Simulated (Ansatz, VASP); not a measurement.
Two plane-wave programs on Ca

Contents of INCAR:

```
ALGO = Normal
EDIFF = 1E-7
ENCUT = 520
ISIF = 2
ISMEAR = -1
LASPH = True
LCHARG = False
LREAL = False
LWAVE = False
NBANDS = 11
NELM = 100
PREC = Accurate
SIGMA = 0.05
```

File KPOINTS:

```
k-points
0
Gamma
  9 9 9
```

File POSCAR:

```
Ca
1.0
   -2.2052049036      2.2052049036      2.1961148100
    2.2052049036     -2.2052049036      2.1961148100
    2.2052049036      2.2052049036     -2.1961148100
Ca
1
Direct
    0.5000000000      0.5000000000      0.0000000000
```

The input input.yaml:

```yaml
crystal:
  lattice:
    - [-2.2052049036, 2.2052049036, 2.19611481]
    - [2.2052049036, -2.2052049036, 2.19611481]
    - [2.2052049036, 2.2052049036, -2.19611481]
  atoms:
    - { symbol: Ca, position: [0.5, 0.5, 0.0] }
hamiltonian:
  xc: lda
  pseudopotentials: { kind: paw }
kpoints:
  mp_grid: { grid: [9, 9, 9] }
scf:
  occupations: { method: fermi_dirac, width: 0.05 }
output:
  forces: true
  stress: true
  eigenvalues: true
  write_density: true
  write_potential: true
  elf: true
  volumetric_format: npy
```

This isn't the form of Ca at room conditions, which is fcc.

Alike in both runs: functional LDA; k mesh 9 × 9 × 9; occupations fermi-dirac, width 0.05 eV; no spin polarisation.

|  | VASP | Ansatz |
| --- | --- | --- |
| version | VASP 6.6.1 | Ansatz 0.2.0 |
| potentials or method | VASP PAW LDA potentials, release 64 (Ca_sv) | Ansatz PAW |
| plane-wave cutoff (eV) | 520 | 420 |
| valence electrons in the cell | 10 | 10 |
| task | single point | electron localisation function |

|  | VASP | Ansatz | Ansatz less VASP |
| --- | --- | --- | --- |
| gap on the k mesh at the Fermi level (eV) | none | none | - |
| pressure (GPa) | -1.9 | -1.9 | 0.00 |

A gap of «none» marks a metal or a gap that the smearing closes.

Caveats: the PAW data sets come from PBE, with cores solved anew for the run's functional, which leaves a small shift of forces and pressure (Ansatz).
